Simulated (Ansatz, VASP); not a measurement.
# Ti: VASP beside Ansatz

```
Ti
1.0
     0.00000    2.02792    2.02792
     2.02792    0.00000    2.02792
     2.02792    2.02792    0.00000
Ti
1
Direct
  0.00000 0.00000 0.00000
```

This isn't the form of Ti at room conditions, which is hcp.

Alike in both runs: functional PBEsol; k mesh 18 × 18 × 18; occupations gaussian, width 0.1 eV; no spin polarisation.

Ansatz relaxed the structure, and its values are those at the end. VASP's run is a single point on that final structure, the one shown.

|  | VASP | Ansatz |
| --- | --- | --- |
| version | VASP 6.6.1 | Ansatz 0.2.0 |
| potentials or method | VASP PAW PBE potentials, release 64 (Ti_sv) | scalar-relativistic, plane waves, PAW |
| plane-wave cutoff (eV) | 520 | 420 |
| valence electrons in the cell | 12 | 12 |

Ansatz gave:

- gap on the k mesh at the Fermi level (eV): none
- pressure (GPa): 0.0

Q: Estimate VASP's values.

A: gap on the k mesh at the Fermi level (eV): none; pressure (GPa): -0.3.

A gap of «none» marks a metal or a gap that the smearing closes. With one functional, cell and mesh, what is left measures potentials, basis and numerics.

Caveats: the PAW data sets were made with another functional, which shifts forces and pressure a little (VASP).
